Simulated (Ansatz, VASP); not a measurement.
SiC in VASP and in Ansatz

```
CELL_PARAMETERS angstrom
0.01440 2.18236 2.16796
2.18236 0.01440 2.16796
2.19675 2.19675 0.00000
ATOMIC_POSITIONS crystal
Si 0.00033 0.00033 0.99967
C 0.24967 0.24967 0.25033
```

Change from the starting cell: strained cell.

Alike in both runs: task relaxation of the atoms; functional PBE; k mesh 10 × 10 × 10; occupations gaussian, width 0.02 eV; no spin polarisation.

```csv
,VASP,Ansatz
version,VASP 6.6.1,Ansatz 0.2.0
potentials or method,"VASP PAW PBE potentials, release 64 (Si, C)","scalar-relativistic, plane waves, PAW"
plane-wave cutoff (eV),520,420
valence electrons in the cell,8,8
```

```csv
,VASP,Ansatz,Ansatz less VASP
"gap on the k mesh at the Fermi level, each at its own relaxed structure (eV)",1.26,1.26,+0.003
```

Ansatz warned: «stress_scf_threshold_loose».

A k mesh can miss the band edges.
